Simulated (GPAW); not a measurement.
# CdSe (Cadmoselite) (P6_3mc) in GPAW: settings compared, part 2 of 2

GPAW 26.7.0.

### Step 4. Single point, PBE

run.py reads:

```python
from ase.dft.bandgap import bandgap
from ase.io import read, write
from ase.units import GPa
from gpaw import GPAW, PW

atoms = read('CdSe.cif')

calc = GPAW(mode=PW(450),
            xc='PBE',
            kpts={'size': (6, 6, 3), 'gamma': True},
            occupations={'name': 'fermi-dirac', 'width': 0.01},
            nbands=31,
            convergence={'density': 1e-05, 'energy': 1e-05},
            maxiter=150,
            txt='gpaw.txt')
atoms.calc = calc
energy = atoms.get_potential_energy()
forces = atoms.get_forces()
stress = atoms.get_stress()
calc.write('gs.gpw')
write('result.traj', atoms)
print(f'Energy: {energy:.6f} eV')
print('Forces (eV/A):')
print(forces.round(4))
print('Stress (GPa):', (stress / GPa).round(3))
print('Fermi level:', round(calc.get_fermi_level(), 4), 'eV')
print(f'Gap: {bandgap(calc)[0]:.4f} eV, direct: {bandgap(calc, direct=True)[0]:.4f} eV')
```

CdSe.cif reads:

```cif
data_CdSe
_cell_length_a 4.30000000
_cell_length_b 4.30000000
_cell_length_c 7.02000000
_cell_angle_alpha 90.00000000
_cell_angle_beta 90.00000000
_cell_angle_gamma 120.00000000
_space_group_name_H-M_alt 'P6_3mc'
_space_group_name_Hall 'P 6c -2c'
_space_group_IT_number 186
loop_
_space_group_symop_operation_xyz
'x,y,z'
'x-y,x,z+1/2'
'-y,x-y,z'
'-x,-y,z+1/2'
'-x+y,-x,z'
'y,-x+y,z+1/2'
'y,x,z+1/2'
'x,x-y,z'
'x-y,-y,z+1/2'
'-y,-x,z'
'-x,-x+y,z+1/2'
'-x+y,y,z'
loop_
_atom_site_label
_atom_site_type_symbol
_atom_site_symmetry_multiplicity
_atom_site_Wyckoff_symbol
_atom_site_fract_x
_atom_site_fract_y
_atom_site_fract_z
_atom_site_occupancy
Cd1 Cd 2 b 0.6666666667 0.3333333333 0.5000000000 1
Se1 Se 2 b 0.6666666667 0.3333333333 0.8850000000 1
```

Command:

```bash
$ OMP_NUM_THREADS=1 python run.py
```

Wall time 29 s (1 thread of Arm Neoverse V1, shared host); peak memory 0.18 GiB.

It converged, with:

| Property | Result |
| --- | --- |
| Free energy | -11.2341 eV |
| Pressure | 2.0 GPa |
| Largest force | 0.282 eV/Å |
| Band gap on the k mesh | 0.70 eV, direct |

Forces on the atoms (eV/Å):
```
Cd   0.000  0.000  0.281
Cd   0.000  0.000  0.282
Se   0.000  0.000 -0.282
Se   0.000  0.000 -0.281
```

Stress tensor (GPa, compression positive):
```
2.70 0.00 0.00
0.00 2.70 0.00
0.00 0.00 0.71
```

Levels at points of the mesh, in eV from the valence-band top:
```tsv
k point	band 16	band 17	band 18	band 19	band 20	band 21
(0.00, 0.00, 0.00)	-0.01	0.00	0.00	0.70	2.11	5.86
(0.50, 0.50, 0.00)	-1.87	-1.24	-0.84	3.22	3.31	4.80
```

Caveat: the cutoff is short for stress and forces, so pressures can be off by a GPa or more.

### Step 5. Single point, LDA

run.py: that of step 4 with these lines changed.

```diff
@@ -5,6 +5,6 @@
 
-atoms = read('CdSe.cif')
+atoms = read('POSCAR')
 
 calc = GPAW(mode=PW(450),
-            xc='PBE',
+            xc='LDA',
             kpts={'size': (6, 6, 3), 'gamma': True},
```

POSCAR reads:

```
CdSe
1.0
    4.3000000000      0.0000000000      0.0000000000
   -2.1500000000      3.7239092363      0.0000000000
    0.0000000000      0.0000000000      7.0200000000
Cd Se
2 2
Direct
    0.6666666667      0.3333333333      0.5000000000
    0.3333333333      0.6666666667      0.0000000000
    0.6666666667      0.3333333333      0.8850000000
    0.3333333333      0.6666666667      0.3850000000
```

Potentials or basis: the program's PAW data sets (release 1.2.1) made for this functional, pw.

Command:

```bash
$ OMP_NUM_THREADS=1 python run.py
```

Run time: 22 s. Hardware: 1 thread of Arm Neoverse V2, shared host; peak memory 0.18 GiB.

The run converged. Its results:

| Property | Result |
| --- | --- |
| Free energy | -13.8125 eV |
| Pressure | -2.8 GPa |
| Largest force | 0.252 eV/Å |
| Band gap on the k mesh | 0.42 eV, direct |

Forces in eV/Å, atoms in the order of the input:
```
Cd   0.000  0.000  0.252
Cd   0.000  0.000  0.252
Se   0.000  0.000 -0.252
Se   0.000  0.000 -0.252
```

Stress tensor (GPa, compression positive):
```
-2.29  0.00  0.00
 0.00 -2.29  0.00
 0.00  0.00 -3.85
```

Levels at points of the mesh, in eV from the valence-band top:
```tsv
k point	band 16	band 17	band 18	band 19	band 20	band 21
(0.00, 0.00, 0.00)	-0.02	0.00	0.00	0.42	1.89	5.72
(0.50, 0.50, 0.00)	-1.90	-1.28	-0.86	3.03	3.12	4.64
```

Caveat: the cutoff is short for stress and forces, so pressures can be off by a GPa or more.

### Step 6. Single point, PBE

run.py reads:

```python
from ase import Atoms
from ase.dft.bandgap import bandgap
from ase.io import write
from ase.units import GPa
from gpaw import GPAW, PW

atoms = Atoms(['Cd', 'Cd', 'Se', 'Se'],
              cell=[[4.3, 0.0, 0.0],
                    [-2.15, 3.7239092363, 0.0],
                    [0.0, 0.0, 7.02]],
              scaled_positions=[[0.6666666667, 0.3333333333, 0.5],
                                [0.3333333333, 0.6666666667, 0.0],
                                [0.6666666667, 0.3333333333, 0.885],
                                [0.3333333333, 0.6666666667, 0.385]],
              pbc=True)

calc = GPAW(mode=PW(400),
            xc='PBE',
            kpts={'size': (6, 6, 3), 'gamma': True},
            occupations={'name': 'fermi-dirac', 'width': 0.05},
            nbands=31,
            convergence={'density': 1e-05, 'energy': 1e-05},
            maxiter=80,
            txt='gpaw.txt')
atoms.calc = calc
energy = atoms.get_potential_energy()
forces = atoms.get_forces()
stress = atoms.get_stress()
calc.write('gs.gpw')
write('result.traj', atoms)
print(f'Energy: {energy:.6f} eV')
print('Forces (eV/A):')
print(forces.round(4))
print('Stress (GPa):', (stress / GPa).round(3))
print('Fermi level:', round(calc.get_fermi_level(), 4), 'eV')
print(f'Gap: {bandgap(calc)[0]:.4f} eV, direct: {bandgap(calc, direct=True)[0]:.4f} eV')
```

Potentials or basis: GPAW PAW data sets (gpaw-data 1.2.1), pw.

Command:

```bash
$ OMP_NUM_THREADS=1 python run.py
```

It took 16 s on 1 thread of Arm Neoverse V2, shared host; peak memory 0.16 GiB.

These settings aren't checked as converged: the numbers below hold their error.

What came out:

* Free energy: -11.0859 eV
* Pressure: 1.2 GPa
* Largest force: 0.281 eV/Å
* Band gap on the k mesh: 0.69 eV, direct

Caveat: the cutoff is short for stress and forces, so pressures can be off by a GPa or more.

### Step 7. The runs side by side

```csv
level,potentials or basis,cell,gap on the mesh (eV),pressure (GPa),largest force (eV/Å)
LDA,"the program's PAW data sets (release 1.2.1) made for this functional, pw",cell strained at random at fixed volume,0.38,-2.9,0.20
PBE,"GPAW PAW data sets (gpaw-data 1.2.1), pw",as given,0.70,2.0,0.28
LDA,"the program's PAW data sets (release 1.2.1) made for this functional, pw",as given,0.42,-2.8,0.25
```

Alike in all rows: task single point; no spin polarisation; k mesh 6 × 6 × 3; cutoff (eV) 450; smearing fermi-dirac 0.01 eV.

Caveats: the cutoff is short for stress and forces, so pressures can be off by a GPa or more.

Total energies depend on the potentials used, so only differences within one code and one set of settings carry meaning.

### Step 8. Against experiment

Step 3. A measured gap of CdSe is 1.841 eV (2 K; a printed reference work, data compilation); the calculated 0.70 eV misses it by -1.15 eV. So large a miss can be the level of theory's own, or it may mean another phase, state or a wrong row. Spin-orbit coupling on Cd, Se is left out. The value is that of PBE, without temperature or zero-point motion. Semilocal functionals fall short of measured gaps as a rule.

Step 4. A measured gap of CdSe is 1.841 eV (2 K; a printed reference work, data compilation); the calculated 0.70 eV misses it by -1.15 eV. So large a miss can be the level of theory's own, or it may mean another phase, state or a wrong row. Spin-orbit coupling on Cd, Se is left out. The value is that of PBE, without temperature or zero-point motion. Semilocal functionals fall short of measured gaps as a rule.

Step 5. Against the measured gap of CdSe, 1.841 eV (2 K; a printed reference work, data compilation), the calculated 0.42 eV is off by -1.42 eV. So large a miss can be the level of theory's own, or it may mean another phase, state or a wrong row. Spin-orbit coupling on Cd, Se is left out. The value is that of LDA, without temperature or zero-point motion. Semilocal functionals fall short of measured gaps as a rule.
